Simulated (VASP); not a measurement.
# Sn (I4/mmm) in VASP: a series of runs

One crystal, Sn, is run at these levels: PBEsol; tasks: single point.

Program: VASP 6.6.1. These are calculated values, not measurements. Logs are shortened: lines on timing, memory, paths and dates and some standing lists are left out, and cuts for length are marked.

## 1. The cell of the first run

The structure is tetragonal, space group I4/mmm (No. 139). Conventional cell: a = 3.486 Å, b = 3.486 Å, c = 4.092 Å, α = 90.00°, β = 90.00°, γ = 90.00°. Around Sn (site symmetry 4/mmm) lie 12 Sn at 3.20 to 3.49 Å.

This isn't the form of Sn at room conditions, which is tetragonal (white tin).

## 2. Single point, PBEsol (strain -0.080 along x and y, +0.080 along z, atoms carried along)

Contents of INCAR:

```
ALGO = Fast
EDIFF = 1E-7
ENCUT = 520
GGA = PS
ISIF = 2
ISMEAR = 0
LASPH = True
LCHARG = False
LREAL = False
LWAVE = False
NBANDS = 13
NELM = 100
PREC = Accurate
SIGMA = 0.15
```

Contents of KPOINTS:

```
k-points
0
Gamma
  18 18 18
```

Contents of POSCAR:

```
Sn
1.0
   -1.7430796737      1.7430796737      2.0462239647
    1.7430796737     -1.7430796737      2.0462239647
    1.7430796737      1.7430796737     -2.0462239647
Sn
1
Direct
    0.0000000000      0.0000000000      0.0000000000
```

Potentials or basis: VASP PAW PBE potentials, release 64 (Sn_d).

Started as:

```console
$ cat potpaw_PBE.64/Sn_d/POTCAR > POTCAR
$ mpirun -np 1 vasp_std > vasp.out
```

OUTCAR:

```text
EDIFF = 1E-7
   ENCUT = 520
   GGA = PS
   ISIF = 2
   ISMEAR = 0
   LASPH = True
   LREAL = False
   NELM = 100
   PREC = Accurate

 ion  position               nearest neighbor table
   1  0.000  0.000  0.000-

  LATTYP: Found a body centered tetragonal cell.
 ALAT       =     3.4861593474
 C/A-ratio  =     1.1739130434

  Lattice vectors:

 A1 = (  -1.7430796737,   1.7430796737,   2.0462239647)
 A2 = (   1.7430796737,  -1.7430796737,   2.0462239647)
 A3 = (   1.7430796737,   1.7430796737,  -2.0462239647)

Analysis of symmetry for initial positions (statically):
=====================================================================
 Subroutine PRICEL returns:
 Original cell was already a primitive cell.

 Routine SETGRP: Setting up the symmetry group for a
 body centered tetragonal supercell.

 Subroutine GETGRP returns: Found 16 space group operations
 (whereof 16 operations were pure point group operations)
 out of a pool of 16 trial point group operations.

The static configuration has the point symmetry D_4h.

Analysis of symmetry for dynamics (positions and initial velocities):
=====================================================================
 Subroutine PRICEL returns:
 Original cell was already a primitive cell.

 Routine SETGRP: Setting up the symmetry group for a
 body centered tetragonal supercell.

 Subroutine GETGRP returns: Found 16 space group operations
 (whereof 16 operations were pure point group operations)
 out of a pool of 16 trial point group operations.

The dynamic configuration has the point symmetry D_4h.

 Subroutine INISYM returns: Found 16 space group operations
 (whereof 16 operations are pure point group operations),
 and found     1 'primitive' translations

----------------------------------------------------------------------------------------

                                     Primitive cell

  volume of cell :      24.8684

  direct lattice vectors                    reciprocal lattice vectors
    -1.743079674  1.743079674  2.046223965     0.000000000  0.286848621  0.244352529
     1.743079674 -1.743079674  2.046223965     0.286848621  0.000000000  0.244352529
     1.743079674  1.743079674 -2.046223965     0.286848621  0.286848621  0.000000000

  length of vectors
     3.203698802  3.203698802  3.203698802     0.376815989  0.376815989  0.405665210

  position of ions in fractional coordinates (direct lattice)
     0.000000000  0.000000000  0.000000000

  ion indices of the primitive-cell ions
[... 84 lines left out ...]
   PSTRESS=    0.0 pullay stress
   NELECT =      14.0000    total number of electrons
   NUPDOWN=      -1.0000    fix difference up-down
   EMIN   =  10.00;   EMAX   =-10.00  energy-range for DOS
   EFERMI =   0.00;   METHOD = LEGACY
   ISMEAR =     0;   SIGMA  =   0.15  broadening in eV -4-tet -1-fermi 0-gaus
   EFERMI_NEDOS =   21; number of points for ismear=-14 and -15
   IALGO  =     68    algorithm
   IMIX   =      4    mixing-type and parameters
     AMIX     =   0.40;   BMIX     =  1.00
     AMIX_MAG =   1.60;   BMIX_MAG =  1.00
  volume/ion in A,a.u.               =      24.87       167.82
  Fermi-wavevector in a.u.,A,eV,Ry     =   1.351766  2.554468 24.861548  1.827272
  Thomas-Fermi vector in A             =   2.479161
   LORBIT       =      0    0 simple, 1 ext, 2 COOP (PROOUT), +10 PAW based schemes
   GGA     = PS    functional components
   LHFCALC =     F    Hartree Fock is set to
   AEXX    =    0.0000 exact exchange contribution
   IVDW    =     0    specifies the selected vdW correction
   LEPSILON=     F    determine dielectric tensor
   LRPA    =     F    only Hartree local field effects (RPA)
 non-spin polarized calculation
 RMM-DIIS sequential band-by-band and
 Gauss-broadening in eV      SIGMA  =   0.15
  energy-cutoff  :      520.00
  volume of cell :       24.87
 maximum number of plane-waves:       700
   NGX = 11   NGY = 11   NGZ = 11

 number of electron      13.9999996 magnetization

 Free energy of the ion-electron system (eV)
  ---------------------------------------------------
  ext. energy  EPLUGINS =         0.00000000
  ---------------------------------------------------
  free energy    TOTEN  =        -4.22060184 eV

  energy without entropy =       -4.21373521  energy(sigma->0) =       -4.21716852

 E-fermi :   9.1031     XC(G=0): -10.9274

 val. band max:        9.0840840362   @ k =   0.3889   0.2222   0.0000
 cond. band min:       9.1118115738   @ k =  -0.3333   0.3333   0.2778
 fundamental gap:      0.0277275376
 Fermi energy:         9.1031029995

 k-point     1 :       0.0000    0.0000    0.0000
  band No.  band energies     occupation
      1     -12.4525      2.00000
      2     -12.4525      2.00000
      3     -12.3958      2.00000
      4     -12.3260      2.00000
      5     -12.2524      2.00000
      6      -2.7310      2.00000
      7      17.4197      0.00000
      8      17.8035      0.00000
      9      17.8035      0.00000
     10      20.2360      0.00000
     11      21.6764      0.00000
     12      21.6764      0.00000
     13      22.3416      0.00000
[... 354 lines left out ...]
  band No.  band energies     occupation
      1     -12.4471      2.00000
      2     -12.4263      2.00000
      3     -12.3408      2.00000
      4     -12.3228      2.00000
      5     -12.2628      2.00000
      6      -1.7778      2.00000
      7      12.0914      0.00000
      8      15.6726      0.00000
      9      16.4961      0.00000
     10      19.3972      0.00000
     11      19.9370      0.00000
     12      21.1282      0.00000
     13      23.4986      0.00000

 [... further k-points ...]

------------------------ aborting loop because EDIFF is reached ----------------------------------------

  FORCE on cell =-STRESS in cart. coord.  units (eV):
  Direction    XX          YY          ZZ          XY          YZ          ZX
  --------------------------------------------------------------------------------------
  -------------------------------------------------------------------------------------
  Total        0.5998985      0.5998985      0.4697355      0.0000000      0.0000000      0.0000000
  in kB       38.6492160     38.6492160     30.2633010      0.0000000      0.0000000      0.0000000
  external PRESSURE =      35.8539110 kB  Pullay stress =       0.0000000 kB

 VOLUME and BASIS-vectors are now :
 -----------------------------------------------------------------------------
  energy-cutoff  :      520.00
  volume of cell :       24.87
      direct lattice vectors                 reciprocal lattice vectors
    -1.743079674  1.743079674  2.046223965     0.000000000  0.286848621  0.244352529
     1.743079674 -1.743079674  2.046223965     0.286848621  0.000000000  0.244352529
     1.743079674  1.743079674 -2.046223965     0.286848621  0.286848621  0.000000000

 POSITION                                       TOTAL-FORCE (eV/Angst)
 -----------------------------------------------------------------------------------
      0.00000      0.00000      0.00000        -0.000000     -0.000000      0.000000
 -----------------------------------------------------------------------------------
    total drift:                                0.000000      0.000000      0.000000

  FREE ENERGIE OF THE ION-ELECTRON SYSTEM (eV)
  ---------------------------------------------------
  free  energy   TOTEN  =        -4.2206018402 eV

  energy  without entropy=       -4.2137352066  energy(sigma->0) =       -4.21716852
```

OSZICAR:

```text
N       E                     dE             d eps       ncg     rms          rms(c)
DAV:   1     0.804816887394E+02    0.80482E+02   -0.70858E+03 12815   0.165E+03
DAV:   2     0.121438869115E+01   -0.79267E+02   -0.76732E+02 13235   0.344E+02
DAV:   3    -0.413702319536E+01   -0.53514E+01   -0.53333E+01 14847   0.723E+01
DAV:   4    -0.424185553560E+01   -0.10483E+00   -0.10481E+00 14826   0.107E+01
DAV:   5    -0.424520813421E+01   -0.33526E-02   -0.33525E-02 16194   0.188E+00    0.159E+00
RMM:   6    -0.422682139214E+01    0.18387E-01   -0.15116E-02 15842   0.166E+00    0.892E-01
RMM:   7    -0.422085302825E+01    0.59684E-02   -0.10706E-02 15770   0.126E+00    0.129E-01
RMM:   8    -0.422057011297E+01    0.28292E-03   -0.10619E-03 17820   0.429E-01    0.343E-02
RMM:   9    -0.422059825765E+01   -0.28145E-04   -0.30921E-04 19596   0.162E-01    0.293E-02
RMM:  10    -0.422060091718E+01   -0.26595E-05   -0.41845E-05 17010   0.952E-02    0.153E-02
RMM:  11    -0.422060123565E+01   -0.31847E-06   -0.21727E-05 18911   0.506E-02    0.348E-03
RMM:  12    -0.422060182786E+01   -0.59221E-06   -0.64509E-06 20347   0.225E-02    0.183E-03
RMM:  13    -0.422060184025E+01   -0.12384E-07   -0.50259E-07 13655   0.658E-03
   1 F= -.42206018E+01 E0= -.42171685E+01  d E =-.686663E-02
```

Run time: 1.8 min. Hardware: 1 thread of AMD EPYC 7R13 (Zen 3), shared host; peak memory 0.22 GiB.

Results:

| Property | Result |
| --- | --- |
| Free energy | -4.2206 eV |
| Pressure | 3.6 GPa |
| Band gap on the k mesh | none (metal or under the smearing width) |

Caveat: the PAW data sets were made with another functional, which shifts forces and pressure a little.

## 3. Single point, PBEsol (strain +0.080 along x and y, -0.080 along z, atoms carried along)

Contents of INCAR:

```
SYSTEM = Sn
PREC = Accurate
ENCUT = 520
EDIFF = 1E-6
ISMEAR = 0
SIGMA = 0.15
LREAL = .False.
LASPH = .True.
NELM = 100
ALGO = Fast
ISIF = 2
LWAVE = .False.
LCHARG = .False.
GGA = PS
NBANDS = 13
```

Contents of KPOINTS:

```
regular mesh
0
Gamma
  18 18 18
  0 0 0
```

Contents of POSCAR:

```
Sn
1.0
   -2.0462239647      2.0462239647      1.7430796737
    2.0462239647     -2.0462239647      1.7430796737
    2.0462239647      2.0462239647     -1.7430796737
Sn
1
Direct
    0.0000000000      0.0000000000      0.0000000000
```

Potentials or basis: VASP PAW PBE potentials, release 64 (Sn_d).

Started as:

```console
$ cat potpaw_PBE.64/Sn_d/POTCAR > POTCAR
$ mpirun -np 1 vasp_std > vasp.out
```

OUTCAR:

```text
SYSTEM = Sn
   PREC = Accurate
   ENCUT = 520
   EDIFF = 1E-6
   ISMEAR = 0
   LREAL = .False.
   LASPH = .True.
   NELM = 100
   ISIF = 2
   GGA = PS

 ion  position               nearest neighbor table
   1  0.000  0.000  0.000-

  LATTYP: Found a body centered tetragonal cell.
 ALAT       =     4.0924479294
 C/A-ratio  =     0.8518518519

  Lattice vectors:

 A1 = (  -2.0462239647,   2.0462239647,   1.7430796737)
 A2 = (   2.0462239647,  -2.0462239647,   1.7430796737)
 A3 = (   2.0462239647,   2.0462239647,  -1.7430796737)

Analysis of symmetry for initial positions (statically):
=====================================================================
 Subroutine PRICEL returns:
 Original cell was already a primitive cell.

 Routine SETGRP: Setting up the symmetry group for a
 body centered tetragonal supercell.

 Subroutine GETGRP returns: Found 16 space group operations
 (whereof 16 operations were pure point group operations)
 out of a pool of 16 trial point group operations.

The static configuration has the point symmetry D_4h.

Analysis of symmetry for dynamics (positions and initial velocities):
=====================================================================
 Subroutine PRICEL returns:
 Original cell was already a primitive cell.

 Routine SETGRP: Setting up the symmetry group for a
 body centered tetragonal supercell.

 Subroutine GETGRP returns: Found 16 space group operations
 (whereof 16 operations were pure point group operations)
 out of a pool of 16 trial point group operations.

The dynamic configuration has the point symmetry D_4h.

 Subroutine INISYM returns: Found 16 space group operations
 (whereof 16 operations are pure point group operations),
 and found     1 'primitive' translations

----------------------------------------------------------------------------------------

                                     Primitive cell

  volume of cell :      29.1933

  direct lattice vectors                    reciprocal lattice vectors
[... 115 lines left out ...]
   LRPA    =     F    only Hartree local field effects (RPA)
 non-spin polarized calculation
 RMM-DIIS sequential band-by-band and
 Gauss-broadening in eV      SIGMA  =   0.15
  energy-cutoff  :      520.00
  volume of cell :       29.19
 maximum number of plane-waves:       805
 NGX is ok and might be reduce to    28
   NGX = 13   NGY = 13   NGZ = 13

 number of electron      14.0000000 magnetization

 Free energy of the ion-electron system (eV)
  ---------------------------------------------------
  ext. energy  EPLUGINS =         0.00000000
  ---------------------------------------------------
  free energy    TOTEN  =        -4.19608636 eV

  energy without entropy =       -4.18921808  energy(sigma->0) =       -4.19265222

 E-fermi :   7.0966     XC(G=0): -10.1686

 val. band max:        7.0924134337   @ k =  -0.1667   0.3889   0.0556
 cond. band min:       7.0998099812   @ k =  -0.3889  -0.4444   0.3889
 fundamental gap:      0.0073965476
 Fermi energy:         7.0965893449

 k-point     1 :       0.0000    0.0000    0.0000
  band No.  band energies     occupation
      1     -14.3415      2.00000
      2     -14.2922      2.00000
      3     -14.2922      2.00000
      4     -14.2568      2.00000
      5     -14.1896      2.00000
      6      -3.5207      2.00000
      7      13.6935      0.00000
      8      13.6935      0.00000
      9      15.3152      0.00000
     10      17.4378      0.00000
     11      18.5078      0.00000
     12      19.1355      0.00000
     13      19.1355      0.00000
[... 354 lines left out ...]
  band No.  band energies     occupation
      1     -14.3317      2.00000
      2     -14.2897      2.00000
      3     -14.2548      2.00000
      4     -14.2393      2.00000
      5     -14.2027      2.00000
      6      -2.6855      2.00000
      7      10.5166      0.00000
      8      11.6000      0.00000
      9      12.8801      0.00000
     10      16.1308      0.00000
     11      17.2550      0.00000
     12      19.8961      0.00000
     13      20.5808      0.00000

 [... further k-points ...]

------------------------ aborting loop because EDIFF is reached ----------------------------------------

  FORCE on cell =-STRESS in cart. coord.  units (eV):
  Direction    XX          YY          ZZ          XY          YZ          ZX
  --------------------------------------------------------------------------------------
  -------------------------------------------------------------------------------------
  Total       -0.7969272     -0.7969272     -0.8458538      0.0000000      0.0000000     -0.0000000
  in kB      -43.7366678    -43.7366678    -46.4218359      0.0000000      0.0000000     -0.0000000
  external PRESSURE =     -44.6317238 kB  Pullay stress =       0.0000000 kB

 VOLUME and BASIS-vectors are now :
 -----------------------------------------------------------------------------
  energy-cutoff  :      520.00
  volume of cell :       29.19
      direct lattice vectors                 reciprocal lattice vectors
    -2.046223965  2.046223965  1.743079674     0.000000000  0.244352529  0.286848621
     2.046223965 -2.046223965  1.743079674     0.244352529  0.000000000  0.286848621
     2.046223965  2.046223965 -1.743079674     0.244352529  0.244352529  0.000000000

 POSITION                                       TOTAL-FORCE (eV/Angst)
 -----------------------------------------------------------------------------------
      0.00000      0.00000      0.00000        -0.000000      0.000000      0.000000
 -----------------------------------------------------------------------------------
    total drift:                               -0.000000     -0.000000      0.000000

  FREE ENERGIE OF THE ION-ELECTRON SYSTEM (eV)
  ---------------------------------------------------
  free  energy   TOTEN  =        -4.1960863629 eV

  energy  without entropy=       -4.1892180842  energy(sigma->0) =       -4.19265222
```

Wall time 2.4 min (1 thread of AMD EPYC 7R13 (Zen 3), shared host); peak memory 0.25 GiB.

What came out:

- Free energy: -4.1961 eV
- Pressure: -4.5 GPa
- Band gap on the k mesh: none (metal or under the smearing width)

Stress tensor (GPa, compression positive):
```
-4.37  0.00  0.00
 0.00 -4.37  0.00
 0.00  0.00 -4.64
```

Caveat: the PAW data sets were made with another functional, which shifts forces and pressure a little.
